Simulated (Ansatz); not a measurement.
# HfO2: the cost of one run

Method: DFT PBE, scalar-relativistic, plane waves, PAW, in Ansatz 0.2.0.

2 further runs of the same task are left out: 2 set aside as unsound or not needed.

## (1) The system as given

Symmetry: P2_1/c, No. 14, monoclinic system. Conventional cell: a = 5.161 Å, b = 5.212 Å, c = 5.352 Å, α = 90.00°, β = 99.65°, γ = 90.00°. Hf (site symmetry 1) has 7 O at 2.05 to 2.27 Å as nearest neighbours. O (site symmetry 1) is surrounded by 4 Hf at 2.16 to 2.27 Å. O (site symmetry 1) has 3 Hf at 2.05 to 2.15 Å as nearest neighbours.

Structure file:

```xyz
12
Lattice="5.1608 0.0000 -0.0153 0.0000 5.2122 0.0000 -0.8815 0.0000 5.2787" Properties=species:S:1:pos:R:3 pbc="T T T"
Hf    1.2393    0.2234    1.0959
Hf    3.4808    2.8295    1.5282
Hf    3.0401    4.9888    4.1675
Hf    0.7985    2.3827    3.7352
O     1.8977    3.9468    2.5095
O     2.8224    1.3407    0.1145
O     2.3817    1.2654    2.7539
O     1.4570    3.8715    5.1488
O     0.0397    1.7135    1.8379
O     4.6804    4.3196    0.7861
O     4.2396    3.4987    3.4255
O    -0.4010    0.8926    4.4773
```

It is the result of an earlier relaxation at this level (volume 11.83 Å³/atom; gap on the mesh: 4.04 eV).

## (2) Zero of the scan

input.yaml reads:

```yaml
crystal:
  lattice:
    - [5.1608408692, 0.0, -0.0153405738]
    - [0.0, 5.2121898545, 0.0]
    - [-0.881475455, 0.0, 5.2787239846]
  atoms:
    - { symbol: Hf, position: [0.2757243878, 0.042861323, 0.2084023843] }
    - { symbol: Hf, position: [0.7242756122, 0.542861323, 0.2915976157] }
    - { symbol: Hf, position: [0.7242756122, 0.957138677, 0.7915976157] }
    - { symbol: Hf, position: [0.2757243878, 0.457138677, 0.7084023843] }
    - { symbol: O, position: [0.4491331823, 0.7572235628, 0.4767005066] }
    - { symbol: O, position: [0.5508668177, 0.2572235628, 0.0232994934] }
    - { symbol: O, position: [0.5508668177, 0.2427764372, 0.5232994934] }
    - { symbol: O, position: [0.4491331823, 0.7427764372, 0.9767005066] }
    - { symbol: O, position: [0.0672019249, 0.3287421681, 0.3483696701] }
    - { symbol: O, position: [0.9327980751, 0.8287421681, 0.1516303299] }
    - { symbol: O, position: [0.9327980751, 0.6712578319, 0.6516303299] }
    - { symbol: O, position: [0.0672019249, 0.1712578319, 0.8483696701] }
basis:
  ecutwfc: 420
kpoints:
  mp_grid: { grid: [4, 4, 4] }
hamiltonian:
  xc: pbe
scf:
  occupations: { method: gaussian, width: 0.05 }
output:
  forces: true
  stress: true
  eigenvalues: true
```

Launch:

```console
ansatz run input.yaml --threads 2 --pin off --max-ram 5120MiB --backend cpu --events-out ev --progress --plain --runs-dir out
```

Q: Estimate wall time and peak memory on 2 threads of Intel Xeon Platinum 8488C (Sapphire Rapids), shared host.

About 8.1 s, with a peak of 0.69 GiB.
